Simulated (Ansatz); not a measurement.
# TiC: atomic charges with r2SCAN+rVV10

TiC:

```
CELL_PARAMETERS angstrom
0.00000 2.16572 2.16572
2.16572 0.00000 2.16572
2.16572 2.16572 0.00000
ATOMIC_POSITIONS crystal
Ti 0.00000 0.00000 0.00000
C 0.50000 0.50000 0.50000
```

The cell is a database's computed one.

```
Program             : Ansatz 0.2.0
Task                : atomic charges
Functional          : r2SCAN
Dispersion          : rVV10
Potentials or basis : Ansatz PAW
Cutoff              : 500 eV (not typed: the program's choice for these potentials)
k mesh              : 11 × 11 × 11
Occupations         : fermi-dirac, width 0.025 eV
Spin                : no spin polarisation
```

```json
{
 "Pressure": "-1.9 GPa",
 "Band gap on the k mesh": "none (metal or under the smearing width)",
 "Bader charges": "Ti +1.79; C -1.79 e"
}
```

Levels at points of the mesh, in eV from the Fermi level:
```
           k point  band 5  band 6  band 7  band 8  band 9  band 10  band 11  band 12
(0.00, 0.00, 0.00)  -13.36    0.73    0.73    0.73    1.56     1.56     1.56     1.63
```

Wall time 13 s on 1 thread of Arm Neoverse V2 (shared host), peak memory 0.37 GiB.

Caveat: the PAW data sets come from PBE, with cores solved anew for the run's functional, which leaves a small shift of forces and pressure.
